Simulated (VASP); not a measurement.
## WSe₂ in VASP 6.6.1, single-point calculation

INCAR

```
LASPH = .TRUE.
EDIFF = 1E-7
NSW = 0
LREAL = .FALSE.
GGA = CA
SIGMA = 0.02
NBANDS = 20
PREC = Accurate
IBRION = -1
ISMEAR = -5
ENCUT = 520
ISIF = 2
NELM = 85
LWAVE = .FALSE.
LCHARG = .FALSE.
```

KPOINTS

```
KPOINTS created by Atomic Simulation Environment
0
Gamma
1 1 2
0 0 0
```

POSCAR

```
W  Se
 1.0000000000000000
     0.0000000000000000    3.0924832561503570    3.0924832561503570
     3.0924832561503570   -0.0000000000000000    3.0924832561503570
     3.0924832561503570    3.0924832561503570    0.0000000000000000
 W   Se
   1   2
Cartesian
 -0.0000000000000000  0.0000000000000000  0.0000000000000000
  1.5462416280751785  1.5462416280751785  1.5462416280751785
  4.6387248842255353  4.6387248842255353  4.6387248842255353
```

The recommended LDA PAW datasets give the neutral cell 26 valence electrons.

Command

```
mpirun -np 1 vasp_std
```

Standard output (part)

```
POSCAR found type information on POSCAR W Se
 POSCAR found :  2 types and       3 ions
 LDA part: xc-table for (Slater(with rela. corr.)+CA(PZ))
 , standard interpolation
|     Your reciprocal lattice and k-lattice belong to different lattice       |
|     classes:                                                                |
|        The reciprocal lattice is body-centered cubic,                       |
|        whereas your k-lattice is rhombohedral (trigonal).                   |
|     Results are often still useful ...                                      |
|     EEEEEEE  RRRRRR   RRRRRR   OOOOOOO  RRRRRR      ###     ###     ###     |
|     E        R     R  R     R  O     O  R     R     ###     ###     ###     |
|     E        R     R  R     R  O     O  R     R     ###     ###     ###     |
|     EEEEE    RRRRRR   RRRRRR   O     O  RRRRRR       #       #       #      |
|     E        R    R   R    R   O     O  R    R      ###     ###     ###     |
|     EEEEEEE  R     R  R     R  OOOOOOO  R     R     ###     ###     ###     |
|     IBZKPT: tetrahedron method fails for NKPT<4. NKPT = 2                   |
|       ---->  I REFUSE TO CONTINUE WITH THIS SICK JOB ... BYE!!! <----       |
```

VASP stopped before the first electronic step.

Problem. Find the fault in these files.

Solution. Tetrahedra on too few k points. VASP stopped before the first electronic step.
